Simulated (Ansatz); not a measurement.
TiO2 (Anatase):

```
Ti O
1.0
    -1.89210    1.89210    4.75730
     1.89210   -1.89210    4.75730
     1.89210    1.89210   -4.75730
Ti O
2 4
Direct
  0.75000 0.25000 0.50000
  0.00000 0.00000 0.00000
  0.79190 0.79190 0.00000
  0.54190 0.04190 0.50000
  0.95810 0.45810 0.50000
  0.20810 0.20810 0.00000
```

- Program: Ansatz 0.2.0
- Task: relaxation of cell and atoms
- Functional: PBE
- Potentials or basis: JTH PAW
- Cutoff: 1380 eV (not typed: the program's choice for these potentials)
- k mesh: 10 × 10 × 10
- Occupations: fermi-dirac, width 0.05 eV
- Spin: no spin polarisation

At the start: volume 11.35 Å³/atom.

Q: How do energy, volume and symmetry change on relaxing?

A: It ends after 5 steps and the volume is 11.69 Å³/atom (+2.9 %); space group I4_1/amd (No. 141, to 0.05 Å).

The path:
| step | energy change (eV) | largest force (eV/Å) | volume (Å³) |
| --- | --- | --- | --- |
| 1 | 0.0000 | 0.1087 | 68.13 |
| 2 | -0.0286 | 0.0341 | 69.41 |
| 3 | -0.0328 | 0.0051 | 70.08 |
| 4 | -0.0333 | 0.0073 | 70.13 |
| 5 | -0.0339 | 0.0073 | 70.13 |

Final structure:
```
Ti O
1.0
    -1.89999    1.89999    4.85655
     1.89999   -1.89999    4.85655
     1.89999    1.89999   -4.85655
Ti O
2 4
Direct
  0.75000 0.25000 0.50000
  0.00000 0.00000 0.00000
  0.79361 0.79361 0.00000
  0.54361 0.04361 0.50000
  0.95639 0.45639 0.50000
  0.20639 0.20639 0.00000
```

Caveat: the plane-wave basis is chosen anew once the cell has moved, so the energies of steps on either side of that aren't comparable.
